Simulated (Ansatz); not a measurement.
# How far is PAW off for RbCl?

```
Rb Cl
1.0
     0.00000    3.34896    3.34896
     3.34896    0.00000    3.34896
     3.34896    3.34896    0.00000
Rb Cl
1 1
Direct
  0.00000 0.00000 0.00000
  0.50000 0.50000 0.50000
```

Atom numbers follow the list: Rb1, Cl2.

The structure comes from a relaxation in the same program, started in the rocksalt type, and has space group Fm-3m. Whether it is a known phase or the ground state wasn't checked.

All numbers are computed: DFT, PBE, PAW with Ansatz's default frozen-core files, scalar-relativistic (Ansatz 0.2.0); DFT, PBE, all-electron LAPW, scalar-relativistic (Ansatz 0.2.0).

For PAW: a Γ-centred 10×10×10 k mesh, Fermi–Dirac smearing of 0.05 eV, cutoff 420 eV, no spin polarisation. LAPW targets a basis error of 1 meV/atom. The Ansatz runs share mesh, smearing and spin set-up. Plane-wave (PAW) pressures include the program's estimate of the Pulay term.

Stress and pressure are positive in compression.

Levels count from the top of the valence band.

PAW results:

| quantity | PAW |
| --- | --- |
| pressure (GPa) | 0.01 |
| band gap (eV) | 4.836 |
| highest filled level at W (eV) | -0.236 |
| lowest empty level at W (eV) | 7.586 |
| highest filled level at U (eV) | -0.202 |
| lowest empty level at U (eV) | 6.913 |
| highest filled level at X (eV) | -0.104 |
| lowest empty level at X (eV) | 6.235 |

Question: What does LAPW (all electrons) give for the same quantities?

Answer: 
```csv
quantity,LAPW
pressure (GPa),0.01
band gap (eV),4.836
highest filled level at W (eV),-0.236
lowest empty level at W (eV),7.586
highest filled level at U (eV),-0.202
lowest empty level at U (eV),6.913
highest filled level at X (eV),-0.104
lowest empty level at X (eV),6.235
```
